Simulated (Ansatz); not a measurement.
Input and command of a plane-wave DFT calculation in Ansatz:

```yaml
crystal:
  lattice:
    - [0.0, 1.8610788282, 1.8610788282]
    - [1.8610788282, 0.0, 1.8610788282]
    - [1.8610788282, 1.8610788282, 0.0]
  atoms:
    - { symbol: Pt, position: [0.0, 0.0, 0.0] }
basis:
  ecutwfc: 420
kpoints:
  mp_grid: { grid: [26, 26, 26] }
hamiltonian:
  xc: pbesol
scf:
  occupations: { method: gaussian, width: 0.15 }
output:
  forces: true
  stress: true
  eigenvalues: true
  write_density: true
  write_potential: true
  elf: true
  volumetric_format: npy
```

```bash
ansatz run input.yaml --threads 2 --pin off --max-ram 5120MiB --backend cpu --events-out ev --progress --plain --runs-dir out
```

Processor: Intel(R) Xeon(R) Platinum 8375C CPU @ 2.90GHz (Ice Lake), 2 threads, on a host shared with other jobs.

How long does it run, and how much memory does it take?

About 3.4 s on 2 threads of Intel(R) Xeon(R) Platinum 8375C CPU @ 2.90GHz (Ice Lake) (shared host), peak memory 0.42 GiB. It solves 13 bands at 511 k points (the mesh reduced by symmetry) with about 259 plane waves, in 6 SCF iterations.
